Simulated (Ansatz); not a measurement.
**Structure relaxation of Al**

Theory: DFT PBE, scalar-relativistic, plane waves, PAW in Ansatz 0.2.0. Cutoff 420 eV, Γ-centred k mesh, Gaussian smearing, no spin polarisation in the final step.

Al was placed on the simple hexagonal structure type (P6/mmm, No. 191), at a guessed volume.

```
Al
1.0
     2.74524    0.00000    0.00000
    -1.37262    2.37745    0.00000
     0.00000    0.00000    2.56509
Al
1
Direct
  0.00000 0.00000 0.00000
```

Cell and atoms relax at zero pressure; the relaxation can't lower the symmetry of the start. After a coarse first stage the cell is made exact in the group found at 0.06 Å.

Energies count from the standard state of Al at the same level.

**Question.** Describe the relaxed structure.

**Answer.** It keeps P6/mmm (No. 191). The result has the simple hexagonal structure. Conventional cell: a = 2.785 Å, c = 2.797 Å. Around Al lie 8 Al at 2.78–2.80 Å.

```xyz
1
Lattice="2.7847 0.0000 0.0000 -1.3923 2.4116 0.0000 0.0000 0.0000 2.7968" Properties=species:S:1:pos:R:3 pbc="T T T"
Al    0.0000    0.0000    0.0000
```

**Question.** What are its volume, energy, density and gap?

**Answer.** The volume per atom is 18.78 Å³. The density is 2.39 g/cm³. The energy over the standard structure is 0.22 eV/atom and the gap on the 18×18×16 mesh is 0 eV (a metal).

The final run used a 18×18×16 mesh on its 1-atom cell and 0.10 eV smearing. The k mesh leaves about 4 meV/atom of noise in metals. A structure relaxed within its symmetry needn't be a true minimum. The steps took of the order of 7 core-seconds in all.